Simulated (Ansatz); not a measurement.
Input for Ansatz (plane-wave DFT, PAW):

```yaml
crystal:
  lattice:
    - [4.273216546, 0.0, 0.0]
    - [0.0, 4.273216546, 0.0]
    - [0.0, 0.0, 4.273216546]
  atoms:
    - { symbol: K, position: [0.0, 0.0, 0.0] }
    - { symbol: I, position: [0.5, 0.5, 0.5] }
basis:
  ecutwfc: 420
kpoints:
  mp_grid: { grid: [6, 6, 6] }
hamiltonian:
  xc: lda
scf:
  occupations: { method: gaussian, width: 0.02 }
output:
  forces: true
  stress: true
  eigenvalues: true
  populations: true
```

Run as
```bash
ansatz run input.yaml --threads 1 --pin off --max-ram 1331MiB --backend cpu --events-out ev --progress --plain --runs-dir out
```

Computed with Ansatz, DFT LDA, scalar-relativistic, plane waves, PAW.

Part of what the program printed, abridged (final results; tables in files aren't shown):

```
SCF 1 converged in 6 iterations: F = -8854.986825 eV  dr2 = 9.51e-9
SCF converged after 6 iterations
Free energy (F): -8854.986825 eV
Harris-Foulkes:  -8854.986825 eV  (|F-HF|=1.81e-9)
Internal energy: -8854.986825 eV  (E = F + TS)
E sigma→0 (E₀):  -8854.986825 eV
Fermi energy:    5.232584 eV
--- Per-component energies (eV) ---
  E_band       = -498.966939
  E_kinetic    = 443.162492
  E_local      = -2638.302868  (includes V_loc(G=0)·N_el)
  E_nonlocal   = -69.977324
  E_hartree    = 1254.764092
  E_xc         = -260.300820
  E_vxc        = -292.242930  (∫ρ·V_xc dr)
  E_paw        = -5403.137687  (= ΣΔE_a)
  E_vpaw       = -451.135228  (= ΣTr[D̂ρ^β])
  E_aug_tail   = 0.000059  (compensation charges beyond the density's cutoff)
  E_ewald      = -2182.233483
  E_core_change = 1.038715  (= ΣΔE_core)
  E_smearing   =  0.000000  (= −TS)
--- Forces (eV/Å), atoms counted from 1 ---
  atom   1  K      0.00000000     0.00000000     0.00000000
  atom   2  I      0.00000000     0.00000000     0.00000000
--- Stress (GPa, compression-positive) ---
       -1.582585       0.000000       0.000000
        0.000000      -1.582585       0.000000
        0.000000       0.000000      -1.582585
  P = ⅓ Tr σ = -1.5826 GPa (-15.826 kbar)
--- Band table (eV; the first three rows and the last of 20) ---
  k-point 0: bands = ["-39.5224", "-39.5224", "-39.5224", "-39.5209", "-39.5209", "-25.3069", "-8.9554", "-8.9554", "-8.9554", "-7.5789", "3.3477", "3.3477", "3.3477", "6.7413", "8.2624", "8.2624", "11.9798"]
  k-point 1: bands = ["-39.5224", "-39.5224", "-39.5224", "-39.5209", "-39.5208", "-25.3055", "-9.0105", "-8.9521", "-8.9521", "-7.4921", "2.6593", "3.3654", "3.3654", "7.3474", "8.4614", "8.9442", "11.8877"]
  k-point 2: bands = ["-39.5225", "-39.5225", "-39.5224", "-39.5209", "-39.5205", "-25.3028", "-9.1091", "-8.9455", "-8.9455", "-7.3246", "1.7042", "3.4006", "3.4006", "8.3232", "9.0352", "10.2343", "11.6387"]
  k-point 19: bands = ["-39.5226", "-39.5226", "-39.5226", "-39.5202", "-39.5202", "-25.2913", "-9.0281", "-9.0281", "-9.0281", "-7.0452", "1.9941", "1.9941", "1.9941", "9.1524", "9.1524", "9.1524", "12.4085"]
--- Löwdin populations: 2 sites ---
  site symbol q [e]
     0      K      8.3187
     1      I     17.6116
  spilling = 0.002681 (of n_electrons = 26.000000)
```

The calculation finished and met its thresholds.